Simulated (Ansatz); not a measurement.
Set up this calculation in Ansatz 0.2.0, as the native input.

| Quantity | Value |
| --- | --- |
| Task | single point |
| Functional | PBE |
| Potentials or basis | Ansatz PAW |
| Cutoff | 420 eV (not typed: the program's choice for these potentials) |
| k mesh | 10 × 10 × 2 |
| Occupations | fermi-dirac, width 0.05 eV |
| Spin | no spin polarisation |

Slab: WS2, a slab with vacuum.

```
CELL_PARAMETERS angstrom
3.18352 0.00000 0.00000
-1.59176 2.75701 0.00000
0.00000 0.00000 16.95058
ATOMIC_POSITIONS crystal
W 0.99775 0.00096 0.99765
S 0.33985 0.65947 0.09287
S 0.33153 0.65848 0.90878
```

The cell isn't the ideal one: atoms moved at random, drawn with an rms of 0.05 Å.

These files were run (other wordings do the same):

input.yaml

```yaml
crystal:
  lattice:
    - [3.1835163552, 0.0, 0.0]
    - [-1.5917581776, 2.7570060369, 0.0]
    - [0.0, 0.0, 16.95057789]
  atoms:
    - { symbol: W, position: [-0.002252, 0.000959, -0.002354] }
    - { symbol: S, position: [0.339847, 0.659467, 0.092874] }
    - { symbol: S, position: [0.331534, 0.658482, 0.908785] }
hamiltonian:
  xc: pbe
  pseudopotentials: { kind: paw }
kpoints:
  mp_grid: { grid: [10, 10, 2] }
scf:
  occupations: { method: fermi_dirac, width: 0.05 }
output:
  forces: true
  stress: true
  eigenvalues: true
```

Potentials or basis: Ansatz PAW.

The run is started by

```console
$ ansatz run input.yaml --threads 2 --pin off --max-ram 5120MiB --backend cpu --events-out ev --progress --plain --runs-dir out
```

It gave:

```json
{
  "Largest force": "1.909 eV/Å",
  "Band gap on the k mesh": "1.92 eV, indirect (least direct gap 2.13 eV)"
}
```

Caveat: spin-orbit coupling is left out, which moves the levels of the heavy elements.

Run time: 8.1 s on 2 threads of AMD EPYC 7R43 64-Core Processor (Zen 3), on a shared host, peak memory 0.55 GiB.
